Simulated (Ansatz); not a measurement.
The system is TiTe2.

```
Te Ti
1.0
     3.77700    0.00000    0.00000
    -1.88850    3.27098    0.00000
     0.00000    0.00000    6.49800
Te Ti
2 1
Direct
  0.33333 0.66667 0.73720
  0.66667 0.33333 0.26280
  0.00000 0.00000 0.00000
```

| Item | Value |
| --- | --- |
| Program | Ansatz 0.2.0 |
| Task | relaxation of cell and atoms |
| Functional | PBE |
| Potentials or basis | all-electron LAPW, scalar-relativistic |
| Basis error allowed | 0.002 eV/atom |
| k mesh | 8 × 8 × 4 |
| Occupations | fermi-dirac, width 0.05 eV |
| Spin | no spin polarisation |

At the start: volume 26.76 Å³/atom.

How do energy, volume and symmetry change on relaxing?

Over 6 steps the energy falls by 3.6 meV/atom and the volume is 27.86 Å³/atom (+4.1 %); space group P-3m1 (No. 164, to 0.05 Å).

Step by step:
| step | energy change (eV) | largest force (eV/Å) | volume (Å³) |
| --- | --- | --- | --- |
| 1 | 0.0000 | 0.0108 | 80.28 |
| 2 | -0.0050 | 0.1293 | 84.83 |
| 3 | -0.0080 | 0.1257 | 84.08 |
| 4 | -0.0105 | 0.0090 | 83.57 |
| 5 | -0.0106 | 0.0002 | 83.59 |
| 6 | -0.0107 | 0.0003 | 83.59 |

Final structure:
```yaml
crystal:
  lattice:
    - [3.78840, 0.00000, 0.00000]
    - [-1.89420, 3.28085, 0.00000]
    - [0.00000, 0.00000, 6.72499]
  atoms:
    - { symbol: Te, position: [0.33333, 0.66667, 0.74499] }
    - { symbol: Te, position: [0.66667, 0.33333, 0.25501] }
    - { symbol: Ti, position: [0.00000, 0.00000, 0.00000] }
```

Caveat: this functional lacks dispersion, which binds the layers, so the pressure and a relaxed spacing across them are unreliable.
